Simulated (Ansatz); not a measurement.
# Al3GaAs4: competing structures

Computed with DFT PBE, scalar-relativistic, plane waves, PAW in Ansatz 0.2.0. All cells share a 420 eV cutoff and Γ-centred k meshes spaced at most about 0.3 Å⁻¹ (2π included). No spin polarisation.

Energies over the elements count from the elements' standard structures at the same level, with no fitted energy shifts.

All energies are static (0 K, no zero-point motion). Only the structures computed here compete, so a lower one can exist. Kohn–Sham gaps at this level usually fall short of measured ones. The reference form of As is held partly by dispersion forces, which this level lacks.

Invented guesses were relaxed alike, and ends that match in structure were merged. ΔE counts from the first row. Coordination counts As atoms around Al and Ga (those within 1.25 times the shortest such distance or 1.15 times the sum of covalent radii). The ends were matched against large subsets of the Crystallography Open Database and the Materials Project, so a missing match doesn't prove that a structure is unreported.

```tsv
#	reached from	type and space group	atoms	Å³/atom	coordination	ΔE (meV/atom)	gap on mesh (eV)	in databases	checks
1	Al and Ga ordered on zinc blende sites	P-4m2 (No. 115)	8	23.6	Al 4, Ga 4	0	1.27	no match	-
2	Zn3CdSe4 type (P-43m)	P-43m (No. 215)	8	23.6	Al 4, Ga 4	0	1.03	no match	no imaginary mode at Γ (other wave vectors untested)
3	Al and Ga ordered on zinc blende sites	I-42m (No. 121)	8	23.6	Al 4, Ga 4	0	1.33	no match	-
4	Al and Ga ordered on zinc blende sites	Pmm2 (No. 25)	8	23.6	Al 4, Ga 4	0	1.30	no match	-
```

The first two are tied within the noise. The first: Space group P-4m2 (No. 115), tetragonal, a = 4.055 Å, c = 11.456 Å. Around Al on a site of symmetry 2mm lie 4 As at 2.48 Å; Al on a site of symmetry -4m2 is surrounded by 4 As at 2.48 Å; Ga is surrounded by 4 As at 2.49 Å; As on its first site has 4 Al at 2.48 Å; around As on its second site lie 2 Al at 2.48 Å and 2 Ga at 2.49 Å. Its energy over the elements is −0.452 eV/atom. It lies below the elements, which doesn't yet make it stable against other compounds or structures. An observed structure of this formula, if there is one, may be missing.

```
Al Ga As
1.0
     4.05548    0.00000    0.00000
     0.00000    4.05548    0.00000
     0.00000    0.00000   11.45583
Al Ga As
3 1 4
Direct
  0.50000 0.50000 0.25024
  0.00000 0.00000 0.50000
  0.50000 0.50000 0.74976
  0.00000 0.00000 0.00000
  0.50000 0.00000 0.37511
  0.00000 0.50000 0.62489
  0.50000 0.00000 0.87413
  0.00000 0.50000 0.12587
```

The second: Space group P-43m (No. 215), cubic, a = 5.733 Å. Al has 4 As at 2.48 Å; Ga is surrounded by 4 As at 2.49 Å; As has 3 Al at 2.48 Å and 1 Ga at 2.49 Å. Counting As atoms around Al and Ga, the first and the second both have Al 4, Ga 4. Shaken at random and relaxed again, row 1 came back. Shaken at random and relaxed again, row 2 came back. Cells without such a test can be saddle points.

```cif
data_structure
_symmetry_space_group_name_H-M 'P-43m'
_symmetry_Int_Tables_number 215
_cell_length_a 5.7328
_cell_length_b 5.7328
_cell_length_c 5.7328
_cell_angle_alpha 90.000
_cell_angle_beta 90.000
_cell_angle_gamma 90.000
_cell_volume 188.41
loop_
_atom_site_label
_atom_site_type_symbol
_atom_site_symmetry_multiplicity
_atom_site_Wyckoff_symbol
_atom_site_fract_x
_atom_site_fract_y
_atom_site_fract_z
_atom_site_occupancy
Al1 Al 3 c 0.00000 0.50000 0.50000 1
Ga1 Ga 1 a 0.00000 0.00000 0.00000 1
As1 As 4 e 0.74912 0.74912 0.25088 1
```
